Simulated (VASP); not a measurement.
# WS2 in VASP: a series of runs, part 2 of 2

VASP 6.6.1. Earlier steps stand in the parts before.

### Step 4. Single point, PBE0

The input, POSCAR:

```
WS2
1.0
    3.1835163552      0.0000000000      0.0000000000
   -1.5917581776      2.7570060369      0.0000000000
    0.0000000000      0.0000000000     16.9505778900
W S
1 2
Direct
    0.0000000000      0.0000000000      0.0000000000
    0.3333333333      0.6666666667      0.0920005100
    0.3333333333      0.6666666667      0.9079994900
```

The input, INCAR.step1:

```
PREC = Accurate
ENCUT = 350
EDIFF = 1E-5
ISMEAR = 0
SIGMA = 0.01
LREAL = F
LASPH = T
NELM = 100
ALGO = Normal
ISIF = 2
LWAVE = T
LCHARG = F
NBANDS = 21
NKRED = 1
GGA = PE
```

The input, INCAR.step2:

```
PREC = Accurate
ENCUT = 350
EDIFF = 1E-6
ISMEAR = 0
SIGMA = 0.01
LREAL = F
LASPH = T
NELM = 100
ALGO = Normal
ISIF = 2
LWAVE = F
LCHARG = F
GGA = PE
LHFCALC = T
AEXX = 0.25
PRECFOCK = Normal
NBANDS = 21
NKRED = 1
ISTART = 1
```

The input, KPOINTS:

```
Automatic mesh
0
Gamma
  5 5 1
```

Potentials or basis: VASP PAW PBE potentials, release 64 (W_sv, S).

The run is started by

```
> cat potpaw_PBE.64/W_sv/POTCAR potpaw_PBE.64/S/POTCAR > POTCAR
> cp INCAR.step1 INCAR
> mpirun -np 1 vasp_std > vasp.out
> cp INCAR.step2 INCAR
> mpirun -np 1 vasp_std > vasp.out
```

OUTCAR:

```text
PREC = Accurate
   ENCUT = 350
   EDIFF = 1E-6
   ISMEAR = 0
   LREAL = F
   LASPH = T
   NELM = 100
   ISIF = 2
   GGA = PE
   LHFCALC = T
   AEXX = 0.25
   PRECFOCK = Normal
   NKRED = 1
   ISTART = 1

 Found      5 irreducible k-points:

 Following reciprocal coordinates:
            Coordinates               Weight
  0.000000  0.000000  0.000000      1.000000
  0.200000  0.000000  0.000000      6.000000
  0.400000 -0.000000  0.000000      6.000000
  0.200000  0.200000  0.000000      6.000000
  0.400000  0.200000  0.000000      6.000000
   k-points           NKPTS =      5   k-points in BZ     NKDIM =     25   number of bands    NBANDS=     21
   number of dos      NEDOS =    301   number of ions     NIONS =      3
   total plane-waves  NPLWV =  43200
   dimension x,y,z NGX =    20 NGY =   20 NGZ =  108
   dimension x,y,z NGXF=    40 NGYF=   40 NGZF=  216
   ions per type =               1   2
   NGX,Y,Z   is equivalent  to a cutoff of  10.44, 10.44, 10.59 a.u.
   NGXF,Y,Z  is equivalent  to a cutoff of  20.89, 20.89, 21.18 a.u.
 SYSTEM =  unknown system
   PREC   = accura    normal or accurate (medium, high low for compatibility)
   ISTART =      1    job   : 0-new  1-cont  2-samecut
   ICHARG =      0    charge: 1-file 2-atom 10-const
   ISPIN  =      1    spin polarized calculation?
   LNONCOLLINEAR =      F non collinear calculations
   LSORBIT =      F    spin-orbit coupling
   LASPH  =      T    aspherical Exc in radial PAW
   ENCUT  =  350.0 eV  25.72 Ry    5.07 a.u.   4.86  4.86 25.86*2*pi/ulx,y,z
   NELM   =    100;   NELMIN=  2; NELMDL=  0     # of ELM steps
   EDIFF  = 0.1E-05   stopping-criterion for ELM
   LREAL  =      F    real-space projection
   EDIFFG = 0.1E-04   stopping-criterion for IOM
   NSW    =      0    number of steps for IOM
   IBRION =     -1    ionic relax: 0-MD 1-quasi-New 2-CG
   NFREE  =      0    steps in history (QN), initial steepest desc. (CG)
   ISIF   =      2    stress and relaxation
   ISYM   =      3    0-nonsym 1-usesym 2-fastsym
   POTIM  = 0.5000    time-step for ionic-motion
   TEBEG  =    0.0;   TEEND  =   0.0 temperature during run
   PSTRESS=    0.0 pullay stress
[... 16 lines left out ...]
   PRECFOCK=normal    Normal, Fast or Accurate (Low or Medium for compatibility)
   ENCUT4O =  -1.0   cutoff for four orbital integrals eV
   NKREDX  =     1    reduce k-point grid by
   NKREDY  =     1    reduce k-point grid by
   NKREDZ  =     1    reduce k-point grid by
   AEXX    =    0.2500 exact exchange contribution
   HFSCREEN=    0.0000 screening length (either q_TF or 0.3 A-1)
   HFSCREENC=   0.0000 screening length for correlation (either q_TF or 0.3 A-1)
   ENCUTFOCK=  -1.0 apply spherical cutoff to Coloumb kernel
   IVDW    =     0    specifies the selected vdW correction
   LEPSILON=     F    determine dielectric tensor
   LRPA    =     F    only Hartree local field effects (RPA)
 non-spin polarized calculation
 Gauss-broadening in eV      SIGMA  =   0.01
  energy-cutoff  :      350.00
  volume of cell :      148.77
 maximum number of plane-waves:      2241
 NGX is ok and might be reduce to    20
  NGX = 16; NGY = 16; NGZ = 80

 number of electron      26.0000002 magnetization

 Free energy of the ion-electron system (eV)
  ---------------------------------------------------
  ext. energy  EPLUGINS =         0.00000000
  ---------------------------------------------------
  free energy    TOTEN  =       -30.39622332 eV

  energy without entropy =      -30.39622332  energy(sigma->0) =      -30.39622332

 E-fermi :  -1.8090     XC(G=0):  -3.4995

 val. band max:       -2.0028149455   @ k =   0.0000   0.0000   0.0000
 cond. band min:       1.5223500857   @ k =   0.2000   0.2000   0.0000
 fundamental gap:      3.5251650312
 Fermi energy:        -1.8089903735

 k-point     1 :       0.0000    0.0000    0.0000
  band No.  band energies     occupation
      1     -80.0710      2.00000
      2     -42.8478      2.00000
      3     -42.6624      2.00000
      4     -42.6624      2.00000
      5     -18.4750      2.00000
      6     -16.6475      2.00000
[... 109 lines left out ...]
     20       8.8257      0.00000
     21       9.0065      0.00000

------------------------ aborting loop because EDIFF is reached ----------------------------------------

  FORCE on cell =-STRESS in cart. coord.  units (eV):
  Direction    XX          YY          ZZ          XY          YZ          ZX
  --------------------------------------------------------------------------------------
  -------------------------------------------------------------------------------------
  Total       -1.3176701     -1.3176701     -0.9450765      0.0000000     -0.0000000      0.0000000
  in kB      -14.1901817    -14.1901817    -10.1776672      0.0000000     -0.0000000      0.0000000
  external PRESSURE =     -12.8526769 kB  Pullay stress =       0.0000000 kB

 VOLUME and BASIS-vectors are now :
 -----------------------------------------------------------------------------
  energy-cutoff  :      350.00
  volume of cell :      148.77
      direct lattice vectors                 reciprocal lattice vectors
     3.183516355  0.000000000  0.000000000     0.314118066  0.181356150  0.000000000
    -1.591758178  2.757006037  0.000000000     0.000000000  0.362712300  0.000000000
     0.000000000  0.000000000 16.950577890     0.000000000  0.000000000  0.058995039

 POSITION                                       TOTAL-FORCE (eV/Angst)
 -----------------------------------------------------------------------------------
      0.00000      0.00000      0.00000        -0.000000      0.000000      0.000000
     -0.00000      1.83800      1.55946         0.000000      0.000000     -0.263573
     -0.00000      1.83800     15.39112         0.000000      0.000000      0.263573
 -----------------------------------------------------------------------------------
    total drift:                               -0.000007      0.000004      0.000000

  FREE ENERGIE OF THE ION-ELECTRON SYSTEM (eV)
  ---------------------------------------------------
  free  energy   TOTEN  =       -30.3962233226 eV

  energy  without entropy=      -30.3962233226  energy(sigma->0) =      -30.39622332
```

OSZICAR.step1:

```text
N       E                     dE             d eps       ncg     rms          rms(c)
DAV:   1     0.148982676643E+03    0.14898E+03   -0.10056E+04   250   0.806E+02
DAV:   2    -0.133933357458E+02   -0.16238E+03   -0.15704E+03   261   0.228E+02
DAV:   3    -0.248378981859E+02   -0.11445E+02   -0.11321E+02   276   0.582E+01
[... 11 lines left out ...]
DAV:  15    -0.236674038568E+02   -0.48233E-04   -0.29951E-05   222   0.255E-02    0.241E-02
DAV:  16    -0.236674505845E+02   -0.46728E-04   -0.11437E-05   219   0.144E-02    0.103E-02
DAV:  17    -0.236674878558E+02   -0.37271E-04   -0.68373E-06   198   0.141E-02    0.990E-03
DAV:  18    -0.236675175642E+02   -0.29708E-04   -0.14229E-06   177   0.519E-03    0.133E-02
DAV:  19    -0.236675275420E+02   -0.99778E-05   -0.41918E-07   153   0.298E-03
   1 F= -.23667528E+02 E0= -.23667528E+02  d E =0.000000E+00
```

Wall time 3.4 min (1 thread of AMD EPYC 9R45 (Zen 5), shared host); peak memory 0.17 GiB.

The run converged, but some of its settings lie outside the range that counts as converged, so its numbers aren't taken as properties of the slab.

What came out:

* Free energy: -30.3962 eV
* Largest force: 0.264 eV/Å
* Band gap on the k mesh: 3.53 eV, indirect (least direct gap 4.05 eV)

Caveat: the k mesh is coarse (spacing up to 0.46 Å⁻¹), so the values aren't converged, least of all with exact exchange; the PAW data sets were made with another functional, which shifts forces and pressure a little; spin-orbit coupling is left out, which moves the levels of the heavy elements.

### Step 5. Single point, PBE0

POSCAR is that of step 4.

Edit INCAR.step1 of step 4 so:

```diff
@@ -1,3 +1,3 @@
 PREC = Accurate
-ENCUT = 350
+ENCUT = 500
 EDIFF = 1E-5
```

Edit INCAR.step2 of step 4 so:

```diff
@@ -1,3 +1,3 @@
 PREC = Accurate
-ENCUT = 350
+ENCUT = 500
 EDIFF = 1E-6
@@ -15,3 +15,3 @@
 AEXX = 0.25
-PRECFOCK = Normal
+PRECFOCK = Fast
 NBANDS = 21
```

KPOINTS is that of step 4.

The run is started by

```
> cat potpaw_PBE.64/W_sv/POTCAR potpaw_PBE.64/S/POTCAR > POTCAR
> cp INCAR.step1 INCAR
> mpirun -np 1 vasp_std > vasp.out
> cp INCAR.step2 INCAR
> mpirun -np 1 vasp_std > vasp.out
```

Wall time 2.9 min (1 thread of AMD EPYC 9R45 (Zen 5), shared host); peak memory 0.22 GiB.

These settings aren't checked as converged: the numbers below hold their error.

What came out:

| Property | Result |
| --- | --- |
| Free energy | -30.3976 eV |
| Largest force | 0.266 eV/Å |
| Band gap on the k mesh | 3.52 eV, indirect (least direct gap 4.05 eV) |

Caveat: the k mesh is coarse (spacing up to 0.46 Å⁻¹), so the values aren't converged, least of all with exact exchange; the PAW data sets were made with another functional, which shifts forces and pressure a little; spin-orbit coupling is left out, which moves the levels of the heavy elements.
